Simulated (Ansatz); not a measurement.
**Straining Si$_{2}$W**

Level of theory: DFT r2SCAN, scalar-relativistic, plane waves, PAW in Ansatz 0.2.0. Run with 500 eV cutoff, 12×12×6 k-mesh, Gaussian smearing of 0.10 eV, no spin polarisation.

Reference structure (relaxed):

```yaml
crystal:
  lattice:
    - [3.21129, 0.00000, 0.00000]
    - [0.00000, 3.21129, 0.00000]
    - [0.00000, 0.00000, 7.80462]
  atoms:
    - { symbol: Si, position: [0.00000, 0.00000, 0.33482] }
    - { symbol: Si, position: [0.50000, 0.50000, 0.16518] }
    - { symbol: Si, position: [0.50000, 0.50000, 0.83482] }
    - { symbol: Si, position: [0.00000, 0.00000, 0.66518] }
    - { symbol: W, position: [0.00000, 0.00000, 0.00000] }
    - { symbol: W, position: [0.50000, 0.50000, 0.50000] }
```

Deformation: uniaxial strain along a, with the lengths of b and c and the atoms relaxed and the angles held, all within the symmetry that the strain leaves. Energies are extrapolated to zero smearing. Stress is positive in compression, on the Cartesian axes of the cell above.

Spin–orbit coupling is left out, which can shift energies with elements as heavy as these.

```tsv
strain (%)	ΔE (meV/atom)	a (Å)	b (Å)	c (Å)	σxx (GPa)	σyy (GPa)	σzz (GPa)
-4.5	36.6	3.067	3.250	7.853	19.94	-0.01	-0.01
-3.0	15.8	3.115	3.236	7.836	12.87	0.00	0.00
-1.5	3.7	3.163	3.224	7.820	6.15	0.00	-0.01
+0.0	0.0	3.211	3.211	7.805	0.01	0.01	0.01
+1.5	3.5	3.259	3.199	7.790	-5.75	0.00	0.00
+3.0	14.1	3.308	3.189	7.776	-11.28	0.01	0.00
+4.5	31.4	3.356	3.178	7.762	-16.44	0.00	0.00
```